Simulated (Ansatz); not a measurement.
## TiAl₃: relaxation step by step

Recipe of this trial structure of TiAl₃: random cell by space group and Wyckoff sites (P4/mmm, No. 123). The dimensions are guesses.

```yaml
crystal:
  lattice:
    - [2.84699, 0.00000, 0.00000]
    - [0.00000, 2.84699, 0.00000]
    - [0.00000, 0.00000, 8.17028]
  atoms:
    - { symbol: Ti, position: [0.00000, 0.00000, 0.50000] }
    - { symbol: Al, position: [0.50000, 0.50000, 0.00000] }
    - { symbol: Al, position: [0.50000, 0.50000, 0.50000] }
    - { symbol: Al, position: [0.00000, 0.00000, 0.00000] }
```

Level of theory: DFT PBE, scalar-relativistic, plane waves, PAW (Ansatz). Cutoff 420 eV, Gaussian smearing, Γ-centred meshes. Cell and atoms relax first on a coarse mesh and then on a finer one. In between, the cell is made exact in the group found at 0.06 Å. In metals the finer mesh still leaves noise of several meV/atom or more. The steps can't lower the symmetry of their start. No spin polarisation in the relaxation; trial moments died out in a coarse test.

Steps on the 6×6×2 mesh (4 atoms, 16 steps). The free energy counts from the last step; some steps are skipped; the plane-wave basis is renewed at times, which shifts energy and pressure.

| step | ΔF (meV/atom) | V (Å³/atom) | P (GPa) |
| --- | --- | --- | --- |
| 1 | 3840.0 | 16.56 | 89.40 |
| 2 | 2656.3 | 18.16 | 61.75 |
| 3 | 1819.6 | 19.82 | 39.95 |
| 4 | 1245.6 | 21.40 | 23.43 |
| 6 | 628.5 | 22.79 | 3.95 |
| 7 | 518.8 | 22.29 | 0.41 |
| 8 | 423.9 | 21.30 | -0.75 |
| 9 | 306.8 | 20.31 | -1.48 |
| 10 | 193.7 | 19.27 | -1.42 |
| 11 | 144.0 | 18.16 | 1.39 |
| 13 | 31.9 | 18.38 | 5.49 |
| 14 | 3.1 | 19.40 | 1.09 |
| 15 | 0.6 | 19.78 | -0.24 |
| 16 | 0.0 | 19.78 | -0.24 |

The relaxed structure, after a last relaxation on the converged mesh:

```xyz
4
Lattice="3.8175 0.0000 0.0000 0.0000 3.8175 0.0000 0.0000 0.0000 5.3943" Properties=species:S:1:pos:R:3 pbc="T T T"
Ti    0.0000    0.0000    2.6972
Al    1.9088    1.9088    0.0000
Al    1.9088    1.9088    2.6972
Al    0.0000    0.0000    0.0000
```

The symmetry stays P4/mmm (No. 123). The volume per atom grows by 18.7 %, from 16.6 to 19.7 Å³. The shortest distance goes from 2.01 Å (Ti–Al and Al–Al) to 2.70 Å (Ti–Al and Al–Al). The ratio c/a of the conventional cell changes by a factor of 0.49. The energy falls by about 3.8 eV/atom (the start's value is from the coarse mesh). Around Ti lie 6 Al at 2.70 Å; Al on its first site has 6 Al at 2.70 Å; Al on its second site is surrounded by 2 Al at 2.70 Å and 4 Ti at 2.70 Å; 1 more site not described.

```
Volume per atom                             : 19.65 Å³
Density                                     : 2.72 g/cm³
Energy over the elements                    : +0.43 eV/atom
Gap on the 12×12×10 mesh of the 4-atom cell : 0 eV (a metal)
```

The zero of energy is the elements' standard structures at the same level; no fitted shifts are applied.

The last run used Gaussian smearing of 0.10 eV. A structure relaxed within its symmetry needn't be a true minimum. In all, the 5 runs took 47 s on 1 thread of AMD EPYC 9R45 96-Core Processor (Zen 5), with other jobs on the host. Another cell of TiAl3 relaxed alike, in Pm-3m, lies 0.79 eV/atom lower, so this cell isn't the stable form at this level.
